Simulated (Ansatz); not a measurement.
Method: Ansatz 0.2.0, DFT PBE, scalar-relativistic, plane waves, PAW. All cells share a 420 eV cutoff and Γ-centred k meshes spaced at most about 0.3 Å⁻¹ (about 0.25 or finer for metals, 2π included). No spin polarisation in the final relaxations.

Temperature and zero-point effects are left out.

Two relaxed structures of Si3N4:

A.

Space group Cmmm (No. 65). a = 5.715 Å, b = 7.359 Å, c = 2.793 Å, α = 90.00°, β = 90.00°, γ = 90.00°
```
atom  site  symmetry       x       y       z
  Si    4f     ..2/m  0.2500  0.7500  0.5000
  Si    2a       mmm  0.0000  0.0000  0.0000
   N    4h       2mm  0.7809  0.0000  0.5000
   N    4i       m2m  0.5000  0.2554  0.0000
```

B.

Space group Pm-3m (No. 221). a = 3.830 Å, b = 3.830 Å, c = 3.830 Å, α = 90.00°, β = 90.00°, γ = 90.00°
| atom | site | symmetry | x | y | z |
| --- | --- | --- | --- | --- | --- |
| Si | 3c | 4/mm.m | 0.5000 | 0.5000 | 0.0000 |
| N | 1b | m-3m | 0.5000 | 0.5000 | 0.5000 |
| N | 3d | 4/mm.m | 0.5000 | 0.0000 | 0.0000 |

Question: Which form is favoured at zero pressure, and by what margin per atom?

Answer: A is lower, by 0.45 eV/atom. A has space group Cmmm (No. 65), 8.4 Å³/atom and a gap of 0.82 eV on its mesh; B has space group Pm-3m (No. 221), 8.0 Å³/atom and no gap. Counting N atoms around Si (those within 1.25 times the shortest such distance or 1.15 times the sum of covalent radii, 1.27 where that leaves under three), A and B both have Si 6. The lower one is the more open, so pressure narrows the difference. Both come from invented guesses. The part of the Crystallography Open Database at hand lists Si3N4 in space groups No. 159, 173, 176, 220, 227; no cell shown has one of them.

Kohn–Sham gaps at this level usually fall short of measured ones. The zero gap of Pm-3m may come from the functional, which often closes small gaps. Cells relaxed within their symmetry can be saddle points.
